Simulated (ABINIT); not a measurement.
Runs of ABINIT 10.8.3 (patched build) on Ge. The structure is tetragonal, space group I4_1/amd (No. 141). The conventional cell has a = 5.149 Å, b = 5.149 Å, c = 2.795 Å, α = 90.00°, β = 90.00°, γ = 90.00°. Ge (site symmetry -4m2) has 6 Ge at 2.67 to 2.79 Å as nearest neighbours. This isn't the form of Ge at room conditions, which is diamond.

```csv
level,potentials or basis,cutoff (eV),smearing,model dielectric constant (diemac),other keys,gap on the mesh (eV),pressure (GPa)
B3LYP,SPMS NC PBE v1.0,707,fermi-dirac 0.05 eV,-,-,none,89.8
HSE03(Libxc),SPMS NC PBE v1.0,707,fixed,-,-,none,(a)
PBE0,PseudoDojo NC SR PBE v0.4.1 standard,952,fixed,-,-,none,-
PBE0,SPMS NC PBE v1.0,707,fixed,1,diemac = 1,none,-0.3
```

Alike in all rows: task single point; no spin polarisation; cell as given; k mesh 3 × 3 × 3; the mesh is coarse, so values aren't converged.

Problem. Estimate the missing entries.

Solution. (a) -3.2.

Caveats: all runs use coarse meshes; exact exchange is summed on a coarse mesh, which widens gaps by tenths of an eV; the potentials were made for another functional, which shifts forces and pressure; a pressure of tens of GPa on the cell as given is suspect, and the run, the potentials or the cell itself is likely at fault (some runs); Libxc's HSE differs a little from that of other programs (some runs).

A k mesh can miss the band edges, and the runs leave out spin-orbit coupling on Ge.

A gap of «none» marks a metal or a gap under the smearing width.
